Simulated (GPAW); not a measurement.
# SnTe (F-43m) in GPAW: reference runs

Reference runs on SnTe: the cell as given and a disturbed copy.

Everything below comes from runs of GPAW 26.7.0. Logs are shortened: lines on timing, memory, paths and dates and some standing lists are left out, and cuts for length are marked. The log counts tension as positive stress, the text compression.

### 1 Starting point

Symmetry: F-43m, No. 216, cubic system. The conventional cell has a = 7.222 Å, b = 7.222 Å, c = 7.222 Å, α = 90.00°, β = 90.00°, γ = 90.00°. Te (site symmetry -43m) is surrounded by 4 Sn at 3.13 Å. Sn (site symmetry -43m) has 4 Te at 3.13 Å as nearest neighbours.

Measurements of this composition are mostly on another form, of space group No. 225.

### 2 Single point, PBE

The input, run.py:

```python
from ase import Atoms
from ase.dft.bandgap import bandgap
from ase.io import write
from ase.units import Bohr, GPa
from gpaw import GPAW, PW
from gpaw.elf import elf_from_dft_calculation

atoms = Atoms(['Te', 'Sn'],
              cell=[[0.0, 3.611146, 3.611146],
                    [3.611146, 0.0, 3.611146],
                    [3.611146, 3.611146, 0.0]],
              scaled_positions=[[0.25, 0.25, 0.25],
                                [0.0, 0.0, 0.0]],
              pbc=True)

calc = GPAW(mode=PW(600),
            xc='PBE',
            kpts={'size': (7, 7, 7), 'gamma': True},
            occupations={'name': 'fermi-dirac', 'width': 0.05},
            nbands=19,
            convergence={'density': 1e-05, 'energy': 1e-05},
            maxiter=150,
            txt='gpaw.txt')
atoms.calc = calc
energy = atoms.get_potential_energy()
forces = atoms.get_forces()
stress = atoms.get_stress()
calc.write('gs.gpw')
write('result.traj', atoms)
print(f'Energy: {energy:.6f} eV')
print('Forces (eV/A):')
print(forces.round(4))
print('Stress (GPa):', (stress / GPa).round(3))
print('Fermi level:', round(calc.get_fermi_level(), 4), 'eV')
print(f'Gap: {bandgap(calc)[0]:.4f} eV, direct: {bandgap(calc, direct=True)[0]:.4f} eV')

# fields on the real-space grid
write('density.cube', atoms, data=calc.get_pseudo_density() * Bohr**3)
write('potential.cube', atoms, data=calc.get_electrostatic_potential())
write('elf.cube', atoms, data=elf_from_dft_calculation(calc).data)
```

Potentials or basis: GPAW PAW data sets (gpaw-data 1.2.1), pw.

On the command line:

```sh
OMP_NUM_THREADS=1 python run.py
```

gpaw.txt:

```text
__  _  _
 | _ |_)|_||  |
 |__||  | ||/\| - 26.7.0

Input parameters:
  mode=PW(ecut=600.0),
  convergence={'density': 1e-05, 'energy': 1e-05},
  kpts=MonkhorstPack(size=(7, 7, 7), gamma=True),
  maxiter=150,
  nbands=19,
  occupations=Occupations(name='fermi-dirac', width=0.05),
  xc=XC(name='PBE')

Diagonalizing LCAO Hamiltonian
Converting LCAO to pw mode

             Te

       Sn

Atoms  # Å, Bohr magnetons
|   | symbol |        x |        y |        z |    initial magnetic moments |
|---|--------|----------|----------|----------|-----------------------------|
| 0 |     Te | 1.805573 | 1.805573 | 1.805573 | ( 0.0000,  0.0000,  0.0000) |
| 1 |     Sn | 0.000000 | 0.000000 | 0.000000 | ( 0.0000,  0.0000,  0.0000) |

Unit cell  # Å
| periodic |        x |        y |        z |  lengths |    angles |
|----------|----------|----------|----------|----------|-----------|
|      yes | 0.000000 | 3.611146 | 3.611146 | 5.106932 | 60.000000 |
|      yes | 3.611146 | 0.000000 | 3.611146 | 5.106932 | 60.000000 |
|      yes | 3.611146 | 3.611146 | 0.000000 | 5.106932 | 60.000000 |

Number of symmetries: 24
Symmetry operations  # r_c * U_cc + t_c -> r_c
|    | kind |            matrix            |
|----|------|------------------------------|
|  0 |  E   |  1, 0, 0,  0, 1, 0,  0, 0, 1 |
|  1 |  σ   |  1, 0, 0,  0, 0, 1,  0, 1, 0 |
|  2 |  σ   |  1, 0,-1,  0, 1,-1,  0, 0,-1 |
|  3 |  C3  |  1, 0,-1,  0, 0,-1,  0, 1,-1 |
|  4 |  C3  |  1,-1, 0,  0,-1, 1,  0,-1, 0 |
|  5 |  σ   |  1,-1, 0,  0,-1, 0,  0,-1, 1 |
|  6 |  σ   |  0, 1, 0,  1, 0, 0,  0, 0, 1 |
|  7 |  C3  |  0, 1, 0,  0, 0, 1,  1, 0, 0 |
|  8 |  C2  |  0, 1,-1,  1, 0,-1,  0, 0,-1 |
|  9 |  S4  |  0, 1,-1,  0, 0,-1,  1, 0,-1 |
| 10 |  C3  |  0, 0, 1,  1, 0, 0,  0, 1, 0 |
| 11 |  σ   |  0, 0, 1,  0, 1, 0,  1, 0, 0 |
| 12 |  S4  |  0, 0,-1,  1, 0,-1,  0, 1,-1 |
| 13 |  C3  |  0, 0,-1,  0, 1,-1,  1, 0,-1 |
| 14 |  S4  |  0,-1, 1,  1,-1, 0,  0,-1, 0 |
| 15 |  C2  |  0,-1, 1,  0,-1, 0,  1,-1, 0 |
| 16 |  C3  |  0,-1, 0,  1,-1, 0,  0,-1, 1 |
| 17 |  S4  |  0,-1, 0,  0,-1, 1,  1,-1, 0 |
| 18 |  S4  | -1, 1, 0, -1, 0, 1, -1, 0, 0 |
| 19 |  C3  | -1, 1, 0, -1, 0, 0, -1, 0, 1 |
| 20 |  C3  | -1, 0, 1, -1, 1, 0, -1, 0, 0 |
| 21 |  S4  | -1, 0, 1, -1, 0, 0, -1, 1, 0 |
| 22 |  σ   | -1, 0, 0, -1, 1, 0, -1, 0, 1 |
| 23 |  C2  | -1, 0, 0, -1, 0, 1, -1, 1, 0 |

BZ-sampling:
  Number of BZ points: 343
  Number of IBZ points: 20

  Monkhorst-Pack size: [7, 7, 7]
  Monkhorst-Pack shift: [0, 0, 0]

K-points  # in reciprocal-cell coordinates
|     |                                coordinates |     weight |
|-----|--------------------------------------------|------------|
|   0 | (  0.00000000,   0.00000000,   0.00000000) | 0.00291545 |
|   1 | (  0.14285714,   0.14285714,   0.00000000) | 0.01749271 |
|   2 | (  0.14285714,   0.14285714,   0.14285714) | 0.02332362 |
|   3 | (  0.28571429,   0.14285714,   0.14285714) | 0.03498542 |
|   4 | (  0.28571429,   0.28571429,   0.00000000) | 0.01749271 |
|   5 | (  0.28571429,   0.28571429,   0.14285714) | 0.06997085 |
|   6 | (  0.28571429,   0.28571429,   0.28571429) | 0.02332362 |
|   7 | (  0.42857143,  -0.28571429,  -0.28571429) | 0.03498542 |
|   8 | (  0.42857143,   0.28571429,  -0.42857143) | 0.13994169 |
|   9 | (  0.42857143,   0.28571429,  -0.28571429) | 0.06997085 |
| ... |                                            |            |
|  19 | (  0.42857143,   0.42857143,   0.42857143) | 0.02332362 |

Plane wave coefficients: 3166
Cutoff: 600.0 eV

Spin-components: 1 (collinear spins)
Bands:           19
Projectors:      11
Spin-degeneracy: 2
Datatype:        complex128

Parallelization:
  kpt:    1
  domain: 1
  band:   1

Density:
  Valence electrons: 20.0
  Components: 1
  Grid points: [30 30 30]
  Charge: 0.0  # |e|

Potential:
  Grid points: [30 30 30]

species:
  Te:
    name:    Tellurium
    Z:       52.0
    valence: 6
    core:    46
    charge:  0.0  # [|e|]
    compensation charges:
      type: gauss
      rc: 0.36  # [Å]
      lmax: 2
    cutoffs:
      filter: 2.09  # [Å]
      core: 3.17  # [Å]
    projectors
    | kind |    occ | energy [eV] | rcut [Å] |
    |------|--------|-------------|----------|
    |   5s |  2.000 |     -15.089 |    1.180 |
    |   5p |  4.000 |      -5.955 |    1.196 |
    |    s |        |      12.123 |    1.180 |
    |    p |        |      21.256 |    1.196 |
    |    d |        |       0.000 |    1.238 |

    Using partial waves for Te as LCAO basis

  Sn:
    name:    Tin
    Z:       50.0
    valence: 14
    core:    36
    charge:  0.0  # [|e|]
    compensation charges:
      type: gauss
      rc: 0.38  # [Å]
      lmax: 2
    cutoffs:
      filter: 2.23  # [Å]
      core: 2.35  # [Å]
    projectors
    | kind |    occ | energy [eV] | rcut [Å] |
    |------|--------|-------------|----------|
    |   5s |  2.000 |     -10.538 |    1.201 |
    |   5p |  2.000 |      -3.696 |    1.270 |
    |   4d | 10.000 |     -25.845 |    1.185 |
    |    s |        |      16.674 |    1.201 |
    |    p |        |      23.515 |    1.270 |
    |    d |        |       1.367 |    1.185 |

    Using partial waves for Sn as LCAO basis

Reference energy: -352801.376741  # eV

eigensolver:
  PPCG
  Converge bands: occupied
  niter=2

density mixing:
  MSR1-Mixer
  Pratt-step length: 0.05
  Maximum mixing coefficient: 0.75
  Old densities: 10
  SVD Regularization: 0.005
  Good broyden scale: 1.0
  Trust region scale: 1.0
  Backstep threshold: 4.0
  History deletion threshold: 6.0
  Fourier metric: weight=20.0, sigma=0.015

occupation numbers:
  Fermi-Dirac:
    width: 0.0500  # eV

poisson solver:
  ecut: 4800.0  # eV

xc functional:
  name: PBE with 2 nearest neighbor stencil

convergence criteria:
- Maximum integral of absolute [dens]ity change: 1e-05 electrons / valence electron
- Maximum [total energy] change in last 3 cyles: 1e-05 eV / valence electron
- Maximum integral of absolute [eigenst]ate change: 4e-08 eV^2 / valence electron
maximum number of iterations: 150

SCF iterations
|iter     | |      energy | eigst |  dens |
|---------|-|-------------|-------|-------|
|iter:   1| |   -7.442838 | -0.22 |       |
|iter:   2| |   -7.415973 | -2.17 | -1.30 |
|iter:   3| |   -7.322303 | -2.43 | -1.35 |
|iter:   4| |   -7.324012 | -3.70 | -1.91 |
|iter:   5| |   -7.324279 | -4.13 | -2.29 |
|iter:   6| |   -7.324320 | -5.52 | -3.16 |
|iter:   7| |   -7.324326c| -6.39 | -3.62 |
|iter:   8| |   -7.324326c| -7.64c| -4.78 |
|iter:   9| |   -7.324326c| -7.81c| -5.17c|

Converged in 9 steps
Energy contributions relative to reference atoms: (reference = -352801.376741)

Energy contributions:
  Kinetic:          10.493200
  Coulomb:         -11.990328
  Zero:              0.173960
  External:          0.000000
  Xc:               -6.000561
  Entropy:          -0.001194
  Spinorbit:         0.000000
  ----------------------------
  Free energy:      -7.324923
  Extrapolated:     -7.324326

dipole moment: (-28.248012, -28.248012, -28.248012)  # |e|*Ang

Fermi level: 2.866
Eigenvalues  # (at kpt = [0.000, 0.000, 0.000])
| band index |      eig [eV] | occ [0-2] |
|------------|---------------|-----------|
|          0 |       -18.940 |     2.000 |
|        ... |               |           |
|          2 |       -18.940 |     2.000 |
|          3 |       -18.930 |     2.000 |
|          4 |       -18.930 |     2.000 |
|          5 |        -8.660 |     2.000 |
|          6 |        -2.314 |     2.000 |
|          7 |         0.911 |     2.000 |
[... 9 lines left out ...]
|         17 |        10.483 |     0.000 |
|         18 |        10.483 |     0.000 |

Gap: 0.330 eV
Transition (v -> c):
  (s=0, k=9, n=9, [0.43, 0.29, -0.29]) -> (s=0, k=16, n=10, [0.43, 0.43, 0.00])
Direct/indirect transitions are different
Direct gap: 0.823 eV
Transition at: (s=0, k=16, n=9, [0.43, 0.43, 0.00])

Forces  # eV/Ang
|       x |        y |       z |
|---------|----------|---------|
| 0.00000 | -0.00000 | 0.00000 |  # Te   0
| 0.00000 | -0.00000 | 0.00000 |  # Sn   1

Stress tensor  # eV/Ang^3
|        x |        y |        z |
|----------|----------|----------|
| 0.001078 | 0.000000 | 0.000000 |
| 0.000000 | 0.001078 | 0.000000 |
| 0.000000 | 0.000000 | 0.001078 |

# Writing to gs.gpw (mode='')
```

Wall time 22 s (1 thread of Arm Neoverse V2, shared host); peak memory 0.19 GiB.

Results:

| Property | Result |
| --- | --- |
| Free energy | -7.3249 eV |
| Pressure | -0.2 GPa |
| Band gap on the k mesh | 0.33 eV, indirect (least direct gap 0.82 eV) |

Levels at points of the mesh, in eV from the valence-band top:
| k point | band 6 | band 7 | band 8 | band 9 | band 10 | band 11 | band 12 | band 13 | band 14 | band 15 |
| --- | --- | --- | --- | --- | --- | --- | --- | --- | --- | --- |
| (0.00, 0.00, 0.00) | -11.32 | -4.98 | -1.75 | -1.75 | -1.75 | 1.19 | 1.19 | 1.19 | 4.32 | 6.66 |

Caveat: spin-orbit coupling is left out, which moves the levels of the heavy elements; an odd mesh through Γ misses points on the zone boundary, where band edges often lie.

### 3 Single point, PBE (atoms moved at random, drawn with an rms of 0.05 Å)

run.py, as its differences from that of step 2:

```diff
@@ -3,5 +3,4 @@
 from ase.io import write
-from ase.units import Bohr, GPa
+from ase.units import GPa
 from gpaw import GPAW, PW
-from gpaw.elf import elf_from_dft_calculation
 
@@ -11,4 +10,4 @@
                     [3.611146, 3.611146, 0.0]],
-              scaled_positions=[[0.25, 0.25, 0.25],
-                                [0.0, 0.0, 0.0]],
+              scaled_positions=[[0.251042, 0.256957, 0.24113],
+                                [0.007884, -0.004724, -0.007259]],
               pbc=True)
@@ -35,6 +34 @@
 print(f'Gap: {bandgap(calc)[0]:.4f} eV, direct: {bandgap(calc, direct=True)[0]:.4f} eV')
-
-# fields on the real-space grid
-write('density.cube', atoms, data=calc.get_pseudo_density() * Bohr**3)
-write('potential.cube', atoms, data=calc.get_electrostatic_potential())
-write('elf.cube', atoms, data=elf_from_dft_calculation(calc).data)
```

Potentials or basis: GPAW PAW data sets (gpaw-data 1.2.1), pw.

On the command line:

```sh
OMP_NUM_THREADS=1 python run.py
```

Wall time 2.8 min (1 thread of Arm Neoverse V2, shared host); peak memory 0.44 GiB.

It converged, with:

```
Free energy            : -7.3218 eV
Pressure               : -0.2 GPa
Largest force          : 0.123 eV/Å
Band gap on the k mesh : 0.30 eV, indirect (least direct gap 0.82 eV)
```

Forces in eV/Å, atoms in the order of the input:
```
Te  -0.087  0.074 -0.045
Sn   0.087 -0.074  0.045
```

Stress tensor (GPa, compression positive):
```
-0.16 -0.11  0.18
-0.11 -0.16 -0.22
 0.18 -0.22 -0.16
```

Levels at points of the mesh, in eV from the valence-band top:
| k point | band 7 | band 8 | band 9 | band 10 | band 11 | band 12 | band 13 | band 14 |
| --- | --- | --- | --- | --- | --- | --- | --- | --- |
| (0.00, 0.00, 0.00) | -5.01 | -1.90 | -1.75 | -1.70 | 1.09 | 1.13 | 1.26 | 4.29 |

Caveat: spin-orbit coupling is left out, which moves the levels of the heavy elements; an odd mesh through Γ misses points on the zone boundary, where band edges often lie.
